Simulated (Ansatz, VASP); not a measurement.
## One calculation of Ca, two programs

```xyz
1
Lattice="0.0000 2.7895 2.7895 2.7895 0.0000 2.7895 2.7895 2.7895 0.0000" Properties=species:S:1:pos:R:3 pbc="T T T"
Ca    0.0000    0.0000    0.0000
```

Change from the starting cell: volume scaled by 1.03.

Alike in both runs: task single point; functional PBE; k mesh 11 × 11 × 11; occupations fermi-dirac, width 0.03 eV; no spin polarisation.

|  | VASP | Ansatz |
| --- | --- | --- |
| version | VASP 6.6.1 | Ansatz 0.2.0 |
| potentials or method | VASP PAW PBE potentials, release 64 (Ca_sv), cutoff 520 eV | all-electron LAPW, scalar-relativistic |

|  | VASP | Ansatz | Ansatz less VASP |
| --- | --- | --- | --- |
| pressure (GPa) | -0.5 | -0.5 | 0.00 |

Ansatz ran all-electron here, so the differences hold the error of VASP's frozen core and of both bases.
